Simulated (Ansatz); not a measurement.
CrCuO2 in Ansatz: the effect of Hubbard term

CrCuO2:

```xyz
4
Lattice="1.4867 0.8583 5.7000 -1.4867 0.8583 5.7000 0.0000 -1.7167 5.7000" Properties=species:S:1:pos:R:3 pbc="T T T"
Cu    0.0000    0.0000    0.0000
Cr    0.0000    0.0000    8.5500
O     0.0000    0.0000   15.2546
O     0.0000    0.0000    1.8454
```

Alike in all runs:

| Quantity | Value |
| --- | --- |
| Program | Ansatz 0.2.0 |
| Task | density of states |
| Functional | PBEsol |
| Potentials or basis | all-electron LAPW, scalar-relativistic |
| Cutoff | 457 eV (chosen from the basis error) |
| Basis error allowed | 0.002 eV/atom |
| k mesh | 10 × 10 × 10 |
| Occupations | fermi-dirac, width 0.05 eV |
| Spin | collinear spin, ferromagnetic start |
| Starting moments | [0.6, 3.0, 0.0, 0.0] μB |

```tsv
Hubbard term	gap on the mesh (eV)	pressure (GPa)	largest force (eV/Å)
none	0.99	-3.6	0.07
Cr d U = 2 eV, Cu d U = 2 eV	1.54	-1.4	0.08
Cr d U = 4 eV, Cu d U = 4 eV	1.94	0.9	0.12
Cr d U = 6 eV, Cu d U = 6 eV	?	?	?
Cr d U = 8 eV, Cu d U = 8 eV	2.65	5.7	0.18
```

Question: What does the run with Hubbard term Cr d U = 6 eV, Cu d U = 6 eV give?

Answer: gap on the mesh 2.30 eV; pressure 3.3 GPa; largest force 0.15 eV/Å.

Worked out: A parabola through the other rows of the gap on the mesh, of slope 0.172 eV per eV there, gives 2.34 eV, against the run's 2.30. A straight line through the other rows of the pressure, of slope 1.17 GPa per eV, gives 3.3 GPa, against the run's 3.3. A parabola through the other rows of the largest force, of slope 0.0168 eV/Å per eV there, gives 0.15 eV/Å, against the run's 0.15.

Caveats: only a ferromagnetic start was run, and an antiferromagnetic order may lie lower in energy; the density of states is complete only up to the lowest level of the last band computed; the magnetic state may not be the lowest (some runs); U is the effective U less J, on atomic orbitals that reach past the spheres (some runs).

A k mesh can miss the band edges.
